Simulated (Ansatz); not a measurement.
Crystal: FeO (Wuestite).

```
Fe O
1.0
     1.51882    0.87689    2.51958
    -1.51882    0.87689    2.51958
     0.00000   -1.75378    2.51958
Fe O
1 1
Direct
  0.00000 0.00000 0.00000
  0.50000 0.50000 0.50000
```

Base run:

- Program: Ansatz 0.2.0
- Functional: PBEsol
- Potentials or basis: Ansatz PAW
- Cutoff: 420 eV (not typed: the program's choice for these potentials)
- k mesh: 11 × 11 × 11
- Occupations: fermi-dirac, width 0.05 eV
- Spin: no spin polarisation

Its results: band gap on the k mesh none (metal or under the smearing width); pressure -34.3 GPa.

**Question.** The run is repeated on the same cell with these changes: spin from no spin polarisation to collinear spin, random start. What comes out?

**Answer.** Band gap on the k mesh none (metal or under the smearing width); pressure -9.4 GPa; net moment -4.00 μB per cell; site moments Fe -3.44; O -0.32 μB.

Caveats: semilocal functionals often make such compounds metallic where correlation or magnetic order opens a gap, which also shifts bond lengths; the PAW data sets come from PBE, with cores solved anew for the run's functional, which leaves a small shift of forces and pressure; a pressure of tens of GPa on the cell as given is suspect, and the run, the potentials or the cell itself is likely at fault (some runs); a cell with one magnetic atom can't hold antiferromagnetic order, which such compounds often take (some runs).
